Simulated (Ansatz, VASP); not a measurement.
## Two plane-wave programs on Al2Cu

File INCAR:

```
SYSTEM = Al2Cu
PREC = Accurate
ENCUT = 520
EDIFF = 1E-6
ISMEAR = 0
SIGMA = 0.15
LREAL = .FALSE.
LASPH = .TRUE.
NELM = 80
ALGO = Fast
ISIF = 2
LWAVE = .FALSE.
LCHARG = .TRUE.
GGA = PS
LELF = .TRUE.
LVHAR = .TRUE.
NBANDS = 16
```

KPOINTS

```
regular mesh
0
G
  10 10 14
  0 0 0
```

File POSCAR:

```
Al2Cu
1.0
    4.0842078946      0.0000000000      0.0000000000
    0.0000000000      4.0842078946      0.0000000000
    0.0000000000      0.0000000000      2.8458943809
Al Cu
2 1
Direct
    0.5024873978      0.0000000000      0.5000000000
   -0.0363105904      0.5000000000      0.5000000000
    0.0143612780      0.0000000000      0.0000000000
```

Input for Ansatz:

```yaml
crystal:
  lattice:
    - [4.0842078946, 0.0, 0.0]
    - [0.0, 4.0842078946, 0.0]
    - [0.0, 0.0, 2.8458943809]
  atoms:
    - { symbol: Al, position: [0.5024873978, 0.0, 0.5] }
    - { symbol: Al, position: [-0.0363105904, 0.5, 0.5] }
    - { symbol: Cu, position: [0.014361278, 0.0, 0.0] }
basis:
  ecutwfc: 520.0
kpoints:
  mp_grid: { grid: [10, 10, 14] }
hamiltonian:
  xc: pbesol
  pseudopotentials: { kind: paw, azcp: { folder: soft_1 } }
scf:
  occupations: { method: gaussian, width: 0.15 }
output:
  forces: true
  stress: true
  eigenvalues: true
```

Change from the starting cell: mode 4 frozen in at -0.148 Å and mode 9 at +0.000 Å (largest displacements).

Alike in both runs: task single point; functional PBEsol; k mesh 10 × 10 × 14; occupations gaussian, width 0.15 eV; no spin polarisation.

|  | VASP | Ansatz |
| --- | --- | --- |
| version | VASP 6.6.1 | Ansatz 0.2.0 |
| potentials or method | VASP PAW PBE potentials, release 64 (Al, Cu) | scalar-relativistic, plane waves, PAW |
| plane-wave cutoff (eV) | 520 | 520 |
| valence electrons in the cell | 17 | 25 |

```csv
,VASP,Ansatz,Ansatz less VASP
gap on the k mesh at the Fermi level (eV),none,none,-
pressure (GPa),0.5,0.4,-0.17
largest component of the traceless stress (GPa),0.45,0.46,+0.007
rms of the force components (eV/Å),0.154,0.156,+0.0012
```

Atom by atom the forces differ by 0.001 eV/Å (rms over components). A gap of «none» marks a metal or a gap that the smearing closes. The functional is the same, so the differences come from potentials, cutoffs and numerics. The two sets of potentials don't hold the same shells in valence. Ansatz warned: «pseudo_functional_mismatch».

Caveats: the PAW data sets were made with another functional, which shifts forces and pressure a little (VASP).
